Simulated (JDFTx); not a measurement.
Crystal: N.

```
CELL_PARAMETERS angstrom
5.56052 0.00000 0.00000
0.00000 5.56052 0.00000
0.00000 0.00000 5.56052
ATOMIC_POSITIONS crystal
N 0.05740 0.44260 0.55740
N 0.44260 0.55740 0.05740
N 0.55740 0.05740 0.44260
N 0.94260 0.94260 0.94260
N 0.94260 0.55740 0.44260
N 0.55740 0.44260 0.94260
N 0.44260 0.94260 0.55740
N 0.05740 0.05740 0.05740
```

* Program: JDFTx 1.7.0 (patched build)
* Task: single point
* Functional: PBEsol
* Potentials or basis: PseudoDojo-SR-PBEsol-0.4.1-standard with smoothed tails
* Cutoff: 1143 eV
* Density cutoff: 9143 eV
* k mesh: 5 × 5 × 5
* Occupations: fermi-dirac, width 0.05 eV
* Spin: no spin polarisation

On this cell: pressure -0.2 GPa; largest force 0.506 eV/Å; band gap on the k mesh 7.21 eV, indirect (least direct gap 7.24 eV).

The same run follows on a disturbed copy (atoms moved at random, drawn with an rms of 0.05 Å):

```xyz
8
Lattice="5.5605 0.0000 0.0000 0.0000 5.5605 0.0000 0.0000 0.0000 5.5605" Properties=species:S:1:pos:R:3 pbc="T T T"
N     0.3297    2.4742    3.1149
N     2.5073    3.0579    0.3597
N     3.1116    0.3497    2.4394
N     5.2435    5.2431    5.2808
N     5.2886    3.1105    2.4484
N     3.1107    2.4761    5.2837
N     2.4397    5.2548    3.0796
N     0.3156    0.3547    0.2976
```

What does the disturbed cell give?

The energy moves by +35.5 meV/atom; pressure 2.4 GPa; largest force 8.405 eV/Å; band gap on the k mesh 7.13 eV, indirect (least direct gap 7.15 eV).

Forces on the atoms (eV/Å):
```
N    0.117 -0.123  0.133
N   -4.819  4.653  5.072
N   -2.544 -2.487  2.431
N   -1.153 -1.226 -1.056
N   -0.122  0.125 -0.125
N    4.815 -4.643 -5.089
N    2.551  2.481 -2.417
N    1.156  1.220  1.051
```

Stress tensor (GPa, compression positive):
```
 2.33 -3.50 -0.65
-3.50  2.32  4.81
-0.65  4.81  2.68
```

Caveats: an odd mesh through Γ misses points on the zone boundary, where band edges often lie.
